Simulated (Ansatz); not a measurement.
# S (S, rhombohedral S6): the cost of one run

Computed with Ansatz 0.2.0 (DFT revPBE, plane waves (420 eV) with PAW, scalar-relativistic; PBE-made PAW files, unless a step says otherwise).

## (1) The starting structure

The structure is trigonal, space group R-3 (No. 148). The conventional cell has a = 10.766 Å, b = 10.766 Å, c = 4.225 Å, α = 90.00°, β = 90.00°, γ = 120.00°. S (site symmetry 1) is surrounded by 2 S at 2.07 Å.

Coordinates:

```
CELL_PARAMETERS angstrom
5.38300 3.10788 1.40833
-5.38300 3.10788 1.40833
0.00000 -6.21575 1.40833
ATOMIC_POSITIONS crystal
S 0.58450 0.35100 0.24650
S 0.24650 0.58450 0.35100
S 0.35100 0.24650 0.58450
S 0.41550 0.64900 0.75350
S 0.75350 0.41550 0.64900
S 0.64900 0.75350 0.41550
```

## (2) Relaxing cell and atoms

Input file input.yaml:

```yaml
crystal:
  lattice:
    - [5.3830001089, 3.1078765619, 1.40833]
    - [-5.3830001089, 3.1078765619, 1.40833]
    - [0.0, -6.2157531238, 1.40833]
  atoms:
    - { symbol: S, position: [0.5845, 0.351, 0.2465] }
    - { symbol: S, position: [0.2465, 0.5845, 0.351] }
    - { symbol: S, position: [0.351, 0.2465, 0.5845] }
    - { symbol: S, position: [0.4155, 0.649, 0.7535] }
    - { symbol: S, position: [0.7535, 0.4155, 0.649] }
    - { symbol: S, position: [0.649, 0.7535, 0.4155] }
hamiltonian:
  xc: revpbe
  pseudopotentials:
    kind: paw
    azcp:
      S: "pseudopotentials/S.paw.azcp"
basis:
  ecutwfc: 420
  fft_grid_basis: typed
kpoints:
  mp_grid: { grid: [5, 5, 5], shift: [0, 0, 0] }
magnetization:
  spin_polarized: false
scf:
  occupations: { method: fermi_dirac, width: 0.05 }
relax:
  max_steps: 60
  f_tol: 0.01
  cell: {}
```

**Question.** How long does this run take on 2 threads of an Arm CPU, shared host, and how much memory does it need?

About 1.7 min, with a peak of 0.58 GiB.
